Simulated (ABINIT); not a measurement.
Input of an ABINIT 10.8.3 (patched build) run:

File run.abi:

```
# Pseudopotentials
pp_dirpath "./"
pseudos "Pt.GGA_PBE-JTH.xml, Al.GGA_PBE-JTH.xml"

# Structure
acell 7.8971675097 7.8971675097 7.8971675097
rprim
     0.0000000000     0.7071067812     0.7071067812
     0.7071067812     0.0000000000     0.7071067812
     0.7071067812     0.7071067812     0.0000000000
ntypat 2
znucl 78 13
natom 3
typat 1 2 2
xred
     0.0117280000    -0.0150500000    -0.0056400000
     0.7540240000     0.7533590000     0.7435730000
     0.2510320000     0.2488130000     0.2564700000
chkprim 0
chksymtnons 0
tolsym 1.0e-6

# Plane-wave basis
ecut 16.0
pawecutdg 32.0
pawxcdev 0

# k points
kptopt 1
ngkpt 8 8 8
nshiftk 1
shiftk 0.0 0.0 0.0

# Exchange and correlation
ixc 11

# Bands and occupations
nband 12
occopt 3
tsmear 0.05 eV

# SCF cycle
nstep 100
tolvrs 1.0e-9

# Output
iomode 3
prtwf 0
prtden 0
prteig 0
prtebands 0
enunit 2
```

Potentials or basis: JTH PAW PBE v2.0.

Command:

```console
$ abinit run.abi > log 2>&1
```

Problem. Estimate the band gap on the k mesh.

Solution. None (metal or under the smearing width).

Problem. Estimate the largest force.

Solution. 0.592 eV/Å.

Problem. Estimate the pressure.

Solution. 2.7 GPa.

Stress tensor (GPa, compression positive):
```
 2.54  0.52 -0.64
 0.52  2.73 -0.68
-0.64 -0.68  2.70
```

Spin-orbit coupling is left out, which matters for the levels of Pt.
